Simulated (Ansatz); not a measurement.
## One structure, 3 elements: MoS2, MoSe2, Te2Mo

Plane-wave DFT in Ansatz with scalar-relativistic PAW potentials, cutoff 420 eV, Γ-centred meshes chosen by cell and gap, Gaussian smearing with energies taken to zero width. Every cell was relaxed (cell and atoms) in a run of its own, within the symmetry of its start. Functional: LDA.

All members share space group P6_3/mmc and the same sites; only the element on one set of sites changes (S, Se, Te). Members needn't be the stable form of their composition. Energies over the elements, where given, are against the elements' standard states in the same functional (H₂, N₂, O₂ and halogens uncorrected, Hg as a solid). The first member:

Space group P6_3/mmc (No. 194). a = 3.122 Å, b = 3.122 Å, c = 12.079 Å, α = 90.00°, β = 90.00°, γ = 120.00°
```tsv
atom	site	symmetry	x	y	z
Mo	2d	-6m2	0.6667	0.3333	0.2500
S	4f	3m.	0.6667	0.3333	0.6213
```

| compound | V (Å³/atom) | a (Å) | c (Å) | gap on mesh (eV) | energy over elements (eV/atom) |
| --- | --- | --- | --- | --- | --- |
| MoS2 | 17.00 | 3.122 | 12.079 | 0.73 | -1.015 |
| Te2Mo | 23.97 | 3.473 | 13.769 | 0.70 | -0.290 |

Task: Predict the member with Se.

Result: V (Å³/atom) 19.40, a (Å) 3.248, c (Å) 12.741, gap on mesh (eV) 0.76, energy over elements (eV/atom) -0.728. Interpolating linearly in period between S and Te would give 20.48 Å³/atom (5.6 % too large) and a gap of 0.71 eV, with -0.652 eV/atom over the elements. Over the whole series the volume grows at each step down the group; the gap has no steady trend; binding against the elements weakens. Less electronegative, larger anions gain less from charge transfer and lattice energy, in line with the weaker binding.

Spin-orbit coupling is left out, which matters for the bands of heavy elements. Each cell of MoS2, MoSe2 holds layers, and where no dispersion correction was added their binding is poorly described.